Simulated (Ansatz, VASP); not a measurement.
**Two plane-wave programs on SiC**

```
Si C
1.0
     0.00000    2.17900    2.22258
     2.17900    0.00000    2.22258
     2.17900    2.17900    0.00000
Si C
1 1
Direct
  0.00000 0.00000 0.00000
  0.25000 0.25000 0.25000
```

Change from the starting cell: z stretched by +2 %, ions relaxed.

Alike in both runs: functional PBE; k mesh 17 × 17 × 17; occupations fermi-dirac, width 0.02 eV; no spin polarisation.

Ansatz relaxed the structure, and its values are those at the end. VASP's run is a single point on that final structure, the one shown.

|  | VASP | Ansatz |
| --- | --- | --- |
| version | VASP 6.6.1 | Ansatz 0.2.0 |
| potentials or method | VASP PAW PBE potentials, release 64 (Si, C) | plane-wave PAW, scalar-relativistic |
| plane-wave cutoff (eV) | 520 | 420 |
| valence electrons in the cell | 8 | 8 |

```tsv
	VASP	Ansatz	Ansatz less VASP
gap on the k mesh at the Fermi level (eV)	1.31	1.31	+0.002
pressure (GPa)	-1.1	-1.1	+0.05
```

Ansatz warned: «stress_scf_threshold_loose».

Caveats: an odd mesh through Γ misses points on the zone boundary, where band edges often lie.
